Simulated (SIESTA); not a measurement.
## Al2Au under changes of volume

One of the cells (18.360 Å³/atom); the others are scaled copies at fixed shape and fractional positions:

```
Au Al
1.0
     0.00000    3.01987    3.01987
     3.01987    0.00000    3.01987
     3.01987    3.01987    0.00000
Au Al
1 2
Direct
  0.00000 0.00000 0.00000
  0.75000 0.75000 0.75000
  0.25000 0.25000 0.25000
```

| Quantity | Value |
| --- | --- |
| Program | SIESTA 5.4.2 |
| Functional | PBE |
| Potentials or basis | PseudoDojo 0.4 standard (PBE files) |
| Basis | DZP (energy shift 0.003 Ry; two zetas on semicore shells) |
| Grid cutoff | 800 Ry |
| Energy shift | 0.003 Ry |
| k mesh | 8 × 8 × 8 |
| Occupations | fermi-dirac, width 0.05 eV |
| Spin | no spin polarisation |

```csv
volume (Å³/atom),energy over the lowest point (meV/atom),pressure (GPa)
16.920,?,?
17.280,33.10,9.0
17.640,16.30,6.1
18.360,0.30,1.2
18.720,0.00,-0.8
19.080,3.92,-2.6
```

**Question.** What does the run at 16.920 Å³/atom give?

**Answer.** Energy over the lowest point 56.74 meV/atom; pressure 12.3 GPa.

Worked out: A Birch-Murnaghan fit of order 3 (a polynomial in V^(-2/3)) to the other rows has its minimum at 18.57 Å³/atom with B0 = V·E''(V) = 105 GPa and B' = 4.9. It gives 56.80 meV/atom at 16.920 Å³/atom, against the run's 56.74, and -dE/dV = 12.2 GPa, against 12.3.

Energies are extrapolated to zero smearing.

Caveats: short orbitals over semicore shells can move pressures by several GPa; the basis of atomic orbitals isn't converged, which shifts pressures, moduli and gaps.
